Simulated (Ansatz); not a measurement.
A 2-atom cell of NaI started from a crystallographic database, relaxed with r2SCAN, was run in Ansatz under altered settings. All numbers are computed, without spin polarisation but where a row says otherwise.

```
CELL_PARAMETERS angstrom
0.00000 3.22963 3.22963
3.22963 0.00000 3.22963
3.22963 3.22963 0.00000
ATOMIC_POSITIONS crystal
Na 0.00000 0.00000 0.00000
I 0.50000 0.50000 0.50000
```

The base run's other keys:
```yaml
kpoints:
  mp_grid: { grid: [6, 6, 6] }
hamiltonian:
  xc: r2scan
scf:
  occupations: { method: fixed }
  n_extra_bands: 4
```

It takes 6 iterations with 1687 plane waves at 500 eV and 16 k points, and leaves a mean stress of +0.01 GPa. The gap over this mesh is 4.449 eV. It ran on 4 threads of Arm Neoverse N1, on a shared host.

Outcomes, with energy and stress as changes against the base:
```tsv
setting	outcome	ΔF (meV/atom)	Δ mean stress (GPa)	gap on the mesh (eV)	iterations	wall time
scf.mixing.ndim: 30	converged	0.0	0.00	4.449	6	2.1 s
scf.occupations: fermi_dirac 0.2	converged	0.0	0.00	4.449	6	2.2 s
basis.ecutrho_ratio: 8	converged	0.0	0.00	4.449	6	2.8 s
scf.n_extra_bands: 1	converged	0.0	0.00	4.449	6	2.1 s
accuracy: low	converged	0.0	0.00	4.449	6	1.9 s
basis.ecutwfc: 250	converged, warned	+758	-0.11	4.410	6	1.1 s
scf.convergence.dr2_threshold: 1e-12	converged	0.0	0.00	4.449	9	2.5 s
basis.ecutwfc: 900	converged	-1.2	0.00	4.449	6	3.6 s
hamiltonian.dispersion: d3bj	converged, warned	-121	-0.58	4.449	6	2.1 s
hamiltonian.dispersion: rvv10	converged	–	-0.53	4.372	6	3.7 s
scf.occupations: methfessel_paxton 0.5	converged	0.0	0.00	4.449	6	2.1 s
hamiltonian.xc: pbesol (cutoff then 420 eV)	converged	–	-0.43	3.526	7	0.95 s
kpoints.mp_grid.grid: [8, 8, 1]	converged, warned	+408	+3.32	4.364	6	2.7 s
scf.convergence.dr2_threshold: 0.0	refused	–	–	–	–	0.03 s
```
A dash marks a value that wasn't obtained or can't be compared. Stress is positive in compression. Its mean hides that meshes of lower symmetry stress the axes unequally. The base took 2.1 s.

- basis.ecutwfc: 250. 609 plane waves in place of 1687. The free energy moves by +758 meV an atom, the mean stress by -0.11 GPa and the gap on the mesh by -0.039 eV (to 4.410). The basis is too small: these are errors of the cutoff. Warned: cutoff below recommended.
- hamiltonian.dispersion: d3bj. The free energy moves by -121 meV an atom, the mean stress by -0.58 GPa and the gap on the mesh by 0.000 eV (to 4.449). A pairwise correction adds to energy, forces and stress and leaves the bands alone. Warned: dispersion damping borrowed.
- hamiltonian.xc: pbesol. The cutoff follows the functional, from 500 to 420 eV. The mean stress moves by -0.43 GPa and the gap on the mesh by -0.923 eV (to 3.526). It's another functional on the same cell, so totals aren't comparable.
- kpoints.mp_grid.grid: [8, 8, 1]. The free energy moves by +408 meV an atom, the mean stress by +3.32 GPa and the gap on the mesh by -0.085 eV (to 4.364). The mesh breaks the crystal's symmetry, so the stress, and any force that symmetry no longer fixes, lose it too. The mesh is too coarse. Warned: symmetry narrowed by mesh.
- scf.convergence.dr2_threshold: 0.0. The program doesn't start. Error: invalid value for `scf.convergence.dr2_threshold`: must be finite and > 0; got 0 eV

Within 1 meV an atom, 0.1 GPa and 0.005 eV of the base stay: scf.mixing.ndim: 30; scf.occupations: fermi_dirac 0.2; basis.ecutrho_ratio: 8; scf.n_extra_bands: 1; accuracy: low; scf.convergence.dr2_threshold: 1e-12; scf.occupations: methfessel_paxton 0.5.

No spin-orbit coupling is included; it can move band edges with weight on the heavy atoms by tenths of an eV.
